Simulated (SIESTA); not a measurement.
Input of a SIESTA 5.4.2 run:

run.py

```python
from ase import Atoms
from ase.calculators.siesta import Siesta
from ase.units import Ry, GPa

atoms = Atoms(
    ['Ti', 'Ti', 'O', 'O', 'O', 'O'],
    cell=[
        [4.5998373239, 0.0, 0.0],
        [0.0, 4.5998373239, 0.0],
        [0.0, 0.0, 2.95921356],
    ],
    scaled_positions=[
        [0.0, 0.0, 0.5],
        [0.5, 0.5, 0.0],
        [0.30432132, 0.30432132, 0.5],
        [0.19567868, 0.80432132, 0.0],
        [0.80432132, 0.19567868, 0.0],
        [0.69567868, 0.69567868, 0.5],
    ],
    pbc=True,
)

fdf = {
    'SCFMustConverge': False,
    'OccupationFunction': 'FD',
    'ElectronicTemperature': '0.05 eV',
    'MaxSCFIterations': '120',
    'SCF.Mixer.Method': 'Pulay',
    'SCF.Mixer.Weight': '0.25',
    'SCF.Mixer.History': '8',
    'SCF.DM.Tolerance': '5.0e-05',
    'SCF.H.Tolerance': '1.0e-03 eV',
    'WriteForces': 'true',
    'Charge.Mulliken': 'end',
    'BandLinesScale': 'ReciprocalLatticeVectors',
    'BandLines': ['  1    0.000000   0.000000   0.000000  \\Gamma', '  7    0.000000   0.500000   0.000000  X', '  7    0.500000   0.500000   0.000000  M', ' 10    0.000000   0.000000   0.000000  \\Gamma', ' 11    0.000000   0.000000   0.500000  Z', '  7    0.000000   0.500000   0.500000  R', '  7    0.500000   0.500000   0.500000  A', ' 10    0.000000   0.000000   0.500000  Z', '  1    0.000000   0.500000   0.000000  X', ' 11    0.000000   0.500000   0.500000  R', '  1    0.500000   0.500000   0.000000  M', ' 11    0.500000   0.500000   0.500000  A'],
    'PAO.Basis': ['Ti.1 5', 'n=3 0 2', '  3.144 0.000', 'n=4 0 2', '  7.811 0.000', 'n=3 1 2', '  3.568 0.000', 'n=4 1 1', '  7.811', 'n=3 2 2', '  6.167 0.000'],
}
calc = Siesta(
    label="TiO2",
    command="siesta < PREFIX.fdf > PREFIX.out",
    pseudo_path="pseudos",
    pseudo_qualifier="",
    xc=('GGA', 'PBE'),
    basis_set="DZP",
    mesh_cutoff=800 * Ry,
    energy_shift=0.003 * Ry,
    kpts=[6, 6, 9],
    spin="non-polarized",
    fdf_arguments=fdf,
)
atoms.calc = calc

print(f"energy = {atoms.get_potential_energy():.6f} eV")
free = atoms.get_potential_energy(force_consistent=True)
print(f"free energy = {free:.6f} eV")
print("forces (eV/A):")
print(atoms.get_forces(apply_constraint=False).round(6))
print("stress (GPa, Voigt order, tension positive):", (atoms.get_stress() / GPa).round(4))
```

Potentials or basis: SG15 1.2 (PBE files) or PseudoDojo by element, DZP (energy shift 0.003 Ry; two zetas on semicore shells).

Run with:

```bash
$ python run.py
```

Question: Predict the band gap on the k mesh.

Answer: 1.77 eV, direct.

Question: Predict the pressure.

Answer: 8.8 GPa.

Question: Estimate the largest force.

Answer: 0.074 eV/Å.

Question: What does it give for the band gap along the path?

Answer: 1.77 eV, direct.

Stress tensor (GPa, compression positive):
```
8.18 0.00 0.00
0.00 8.18 0.00
0.00 0.00 9.91
```

Caveat: the basis of atomic orbitals isn't converged, which shifts pressures, moduli and gaps.

**Measured values to compare with.**

“Shallow Valence Band of Rutile GeO2 and P-type Doping”, 2020, arxiv:2011.08928 quotes, for a bulk crystal of TiO2 at 1.6 K: band gap 3.03 eV (direct).

Against the measured gap of TiO2, 3.03 eV (direct; 1.6 K; quoted in “Shallow Valence Band of Rutile GeO2 and P-type Doping”, 2020, arxiv:2011.08928), the calculated 1.77 eV is off by -1.26 eV. 2 values of this kind are on record in papers (3.03 to 3.05 eV); this one was drawn at random among those near their median. The value is that of PBE in an atomic basis (SG15 1.2 (PBE files) or PseudoDojo by element, DZP (energy shift 0.003 Ry; two zetas on semicore shells)), whose error adds to the functional's,, without temperature or zero-point motion. Semilocal functionals fall short of measured gaps as a rule. The cell is a database's relaxed one, not the measured one, which moves gaps too.
